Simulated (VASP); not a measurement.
Method: r2SCAN meta-GGA, VASP's PBE PAW potentials (set 64) (plane waves; VASP).

A VASP calculation is set up with these files.

File KPOINTS:
```
kpoints
0
Gamma
 6 6 6
0 0 0
```

**POSCAR**
```
SrF2
1
    0.0000000000     2.8830501586     2.8830501586
    2.8830501586     0.0000000000     2.8830501586
    2.8830501586     2.8830501586     0.0000000000
Sr F
1 2
Direct
  1.0000000000   0.0000000000   1.0000000000
  0.2500000000   0.2500000000   0.2500000000
  0.7500000000   0.7500000000   0.7500000000
```

**INCAR**
```
IBRION=2   ! conjugate gradients
LMIXTAU=.TRUE.
SIGMA=0.05
ENCUT=520   ! plane-wave cut-off (eV)
EDIFFG=-0.02   ! ionic stop
NSW=60   ! most ionic steps
SYSTEM=SrF2
ISMEAR=0
LASPH=.TRUE.   ! aspherical one-centre terms
NELM=100
PREC=Accurate
LWAVE=.FALSE.
LREAL=.FALSE.   ! projection in real space or not
EDIFF=1E-6   ! SCF stop (eV)
LMAXMIX=4
LCHARG=.FALSE.
ISIF=3   ! ions, shape and volume
METAGGA=R2SCAN
ALGO=Normal   ! blocked Davidson
```

POTCAR, in this order: Sr_sv F (PBE.64 set). Program: vasp_std.

Output of the run:

OUTCAR:
```
 ion  position               nearest neighbor table
   1  0.000  0.000  0.000-   3 2.50   3 2.50   3 2.50   2 2.50   3 2.50   2 2.50   2 2.50   2 2.50
  LATTYP: Found a face centered cubic cell.
 ALAT       =     5.7661003172
 Subroutine PRICEL returns:
 Original cell was already a primitive cell.
 Subroutine GETGRP returns: Found 48 space group operations
The static configuration has the point symmetry O_h .
The dynamic configuration has the point symmetry O_h .
 Subroutine INISYM returns: Found 48 space group operations
 Subroutine IBZKPT returns following result:
 Found     16 irreducible k-points:

 Following reciprocal coordinates:
            Coordinates               Weight
  0.000000  0.000000  0.000000      1.000000
  0.166667  0.000000  0.000000      8.000000
  0.333333  0.000000  0.000000      8.000000
  0.500000  0.000000  0.000000      4.000000
  0.166667  0.166667  0.000000      6.000000
  0.333333  0.166667  0.000000     24.000000
  0.500000  0.166667  0.000000     24.000000
 -0.333333  0.166667  0.000000     24.000000
 -0.166667  0.166667  0.000000     12.000000
  0.333333  0.333333  0.000000      6.000000
  0.500000  0.333333  0.000000     24.000000
 -0.333333  0.333333  0.000000     12.000000
  0.500000  0.500000  0.000000      3.000000
  0.500000  0.333333  0.166667     24.000000
 -0.333333  0.333333  0.166667     24.000000
 -0.333333  0.500000  0.166667     12.000000
   k-points           NKPTS =     16   k-points in BZ     NKDIM =     16   number of bands    NBANDS=     16
   number of dos      NEDOS =    301   number of ions     NIONS =      3
   total plane-waves  NPLWV =  27000
   dimension x,y,z NGX =    30 NGY =   30 NGZ =   30
   dimension x,y,z NGXF=    60 NGYF=   60 NGZF=   60
   ions per type =               1   2
   PREC   = accura    normal or accurate (medium, high low for compatibility)
   ISTART =      0    job   : 0-new  1-cont  2-samecut
   ICHARG =      2    charge: 1-file 2-atom 10-const
...
```

File OSZICAR:
```
       N       E                     dE             d eps       ncg     rms          rms(c)
DAV:   1     0.134276196538E+03    0.13428E+03   -0.14432E+04   512   0.150E+03
DAV:   2    -0.368220320491E+02   -0.17110E+03   -0.16492E+03   648   0.328E+02
DAV:   3    -0.432367077040E+02   -0.64147E+01   -0.64071E+01   712   0.659E+01
DAV:   4    -0.434725316754E+02   -0.23582E+00   -0.23574E+00   696   0.988E+00
DAV:   5    -0.434777709563E+02   -0.52393E-02   -0.52392E-02   736   0.119E+00    0.151E+01
DAV:   6    -0.344322653872E+02    0.90455E+01   -0.35852E+00   696   0.140E+01    0.114E+01
DAV:   7    -0.342903579785E+02    0.14191E+00   -0.16656E+00   520   0.137E+01    0.484E+00
DAV:   8    -0.374906221113E+02   -0.32003E+01   -0.12334E+00   552   0.131E+01    0.172E+00
DAV:   9    -0.333076528660E+02    0.41830E+01   -0.53425E-01   512   0.907E+00    0.574E-01
DAV:  10    -0.341189242295E+02   -0.81127E+00   -0.41351E-01   528   0.682E+00    0.529E-01
DAV:  11    -0.339817287256E+02    0.13720E+00   -0.90944E-02   512   0.378E+00    0.317E-01
DAV:  12    -0.339214278431E+02    0.60301E-01   -0.25195E-02   512   0.170E+00    0.221E-01
DAV:  13    -0.340093185003E+02   -0.87891E-01   -0.58710E-02   512   0.273E+00    0.130E-01
DAV:  14    -0.340092753271E+02    0.43173E-04   -0.66618E-04   792   0.303E-01    0.120E-01
DAV:  15    -0.340116902703E+02   -0.24149E-02   -0.11032E-03   512   0.365E-01    0.359E-02
DAV:  16    -0.340114469694E+02    0.24330E-03   -0.19480E-04   648   0.139E-01    0.366E-02
DAV:  17    -0.340118261631E+02   -0.37919E-03   -0.77387E-05   528   0.115E-01    0.483E-02
DAV:  18    -0.340118330304E+02   -0.68673E-05   -0.23119E-05   616   0.404E-02    0.303E-02
DAV:  19    -0.340118482786E+02   -0.15248E-04   -0.34396E-06   528   0.260E-02    0.244E-02
DAV:  20    -0.340118486919E+02   -0.41335E-06   -0.11466E-07   360   0.341E-03
   1 F= -.34011849E+02 E0= -.34011849E+02  d E =-.340118E+02
       N       E                     dE             d eps       ncg     rms          rms(c)
DAV:   1    -0.340831808636E+02   -0.71333E-01   -0.15450E+00   528   0.118E+01    0.241E+00
DAV:   2    -0.340188059713E+02    0.64375E-01   -0.29662E-01   512   0.436E+00    0.476E-01
DAV:   3    -0.340140954986E+02    0.47105E-02   -0.74041E-03   672   0.900E-01    0.282E-01
DAV:   4    -0.340114934140E+02    0.26021E-02   -0.71955E-03   744   0.852E-01    0.190E-01
DAV:   5    -0.340070046372E+02    0.44888E-02   -0.43984E-03   520   0.928E-01    0.109E-01
DAV:   6    -0.340122588369E+02   -0.52542E-02   -0.37657E-03   512   0.868E-01    0.247E-02
DAV:   7    -0.340145054813E+02   -0.22466E-02   -0.80542E-04   584   0.358E-01    0.136E-02
DAV:   8    -0.340145771796E+02   -0.71698E-04   -0.75217E-05   616   0.994E-02    0.103E-02
DAV:   9    -0.340145402066E+02    0.36973E-04   -0.38093E-05   512   0.726E-02    0.646E-03
DAV:  10    -0.340145828826E+02   -0.42676E-04   -0.11153E-05   512   0.420E-02    0.237E-03
DAV:  11    -0.340145896973E+02   -0.68147E-05   -0.31136E-06   568   0.212E-02    0.127E-03
DAV:  12    -0.340145894801E+02    0.21719E-06   -0.10387E-07   416   0.393E-03
   2 F= -.34014589E+02 E0= -.34014589E+02  d E =-.274079E-02
       N       E                     dE             d eps       ncg     rms          rms(c)
DAV:   1    -0.340165315010E+02   -0.19418E-02   -0.41496E-02   536   0.194E+00    0.404E-01
DAV:   2    -0.340147887946E+02    0.17427E-02   -0.80538E-03   512   0.719E-01    0.770E-02
DAV:   3    -0.340146688033E+02    0.11999E-03   -0.19581E-04   688   0.147E-01    0.423E-02
DAV:   4    -0.340145574759E+02    0.11133E-03   -0.20462E-04   720   0.144E-01    0.284E-02
DAV:   5    -0.340145611019E+02   -0.36259E-05   -0.10812E-04   520   0.144E-01    0.168E-02
DAV:   6    -0.340145626782E+02   -0.15764E-05   -0.93699E-05   512   0.135E-01    0.448E-03
DAV:   7    -0.340146784599E+02   -0.11578E-03   -0.24250E-05   536   0.654E-02    0.161E-03
DAV:   8    -0.340146735096E+02    0.49502E-05   -0.72674E-06   512   0.333E-02    0.216E-03
DAV:   9    -0.340146806322E+02   -0.71225E-05   -0.45043E-06   512   0.260E-02    0.726E-04
DAV:  10    -0.340146806227E+02    0.94565E-08   -0.37065E-08   344   0.227E-03
   3 F= -.34014681E+02 E0= -.34014681E+02  d E =-.283193E-02
```

OUTCAR:
```
------------------------ aborting loop because EDIFF is reached ----------------------------------------
  FORCE on cell =-STRESS in cart. coord.  units (eV):
  Direction    XX          YY          ZZ          XY          YZ          ZX
  --------------------------------------------------------------------------------------
  Total        0.0085789      0.0085789      0.0085789      0.0000000      0.0000000     -0.0000000
  in kB        0.2824474      0.2824474      0.2824474      0.0000000      0.0000000     -0.0000000
  external PRESSURE =       0.2824474 kB  Pullay stress =       0.0000000 kB
  volume of cell :       48.66
      direct lattice vectors                 reciprocal lattice vectors
     0.000000000  2.897726991  2.897726991    -0.172549036  0.172549036  0.172549036
     2.897726991  0.000000000  2.897726991     0.172549036 -0.172549036  0.172549036
     2.897726991  2.897726991  0.000000000     0.172549036  0.172549036 -0.172549036
 POSITION                                       TOTAL-FORCE (eV/Angst)
 -----------------------------------------------------------------------------------
      0.00000      0.00000      0.00000        -0.000000      0.000000     -0.000000
      1.44886      1.44886      1.44886        -0.000000     -0.000000     -0.000000
      4.34659      4.34659      4.34659         0.000000      0.000000      0.000000
 -----------------------------------------------------------------------------------
    total drift:                                0.000000     -0.000000      0.000000
  FREE ENERGIE OF THE ION-ELECTRON SYSTEM (eV)
  ---------------------------------------------------
  free  energy   TOTEN  =       -34.0146806227 eV

  energy  without entropy=      -34.0146806227  energy(sigma->0) =      -34.01468062

 reached required accuracy - stopping structural energy minimisation
```
(Selected blocks of OUTCAR.)

File CONTCAR:
```
SrF2
   1.00000000000000
     0.0000000000000000    2.8977269905316274    2.8977269905316274
     2.8977269905316274    0.0000000000000000    2.8977269905316274
     2.8977269905316274    2.8977269905316274    0.0000000000000000
  Sr              F
     1     2
Direct
     0.0000000000000000    0.0000000000000000    0.0000000000000000
     0.2500000000000000    0.2500000000000000    0.2500000000000000
     0.7500000000000000    0.7500000000000000    0.7500000000000000
```

The compound is SrF2 in the fluorite structure. This run relaxes it. Symmetry was kept, so distortions that lower it aren't found. The start is the result of an earlier pass.
